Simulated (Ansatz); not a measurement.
# Ionic part of the dielectric constant of BN, mode by mode

Method: Ansatz, DFT LDA, scalar-relativistic, plane waves, PAW. Plane waves to 420 eV; Γ-centred k mesh 12×12×12; fixed occupations. No spin polarisation. Phonons by linear response, acoustic sum rule imposed.

The structure is trigonal, space group R3m (No. 160). Conventional cell: a = 2.489 Å, b = 2.489 Å, c = 9.669 Å, α = 90.00°, β = 90.00°, γ = 120.00°. B (site symmetry 3m) is surrounded by 3 N at 1.44 Å. Around N (site symmetry 3m) lie 3 B at 1.44 Å.

The crystal is built of layers and no dispersion correction was added, so the binding between them is poorly described, and with it their spacing and whatever depends on it.

The primitive cell has V = 17.29 Å³ and ε∞,zz = 2.854. Each polar mode adds Δε = (4.92064×10⁷/V)·S/ν² along z, with S its oscillator strength in e²/amu, ν in cm⁻¹ and V in Å³.

Task: From these modes, find each Δε and ε0,zz.
```
ν (cm⁻¹) S_zz (e²/amu)
   758.0        0.09308
  1386.8        0.01445
```

Result:
```csv
ν (cm⁻¹),Δε
758.0,0.46
1386.8,0.02
```

The sum is 0.483, so ε0,zz = 3.34; the run's tensor has 3.34.

Task: Where do the longitudinal modes lie for a wave vector along z?

Result: At 816, 1392 cm⁻¹. The Lyddane–Sachs–Teller product Π(ν_LO/ν_TO)² = 1.17 matches ε0/ε∞ = 1.17.

This form isn't the usual stable structure of the compound.

Cost: 1 run of about 1.4 core-minutes, on Intel Xeon Platinum 8259CL (Skylake/Cascade Lake) (shared hosts).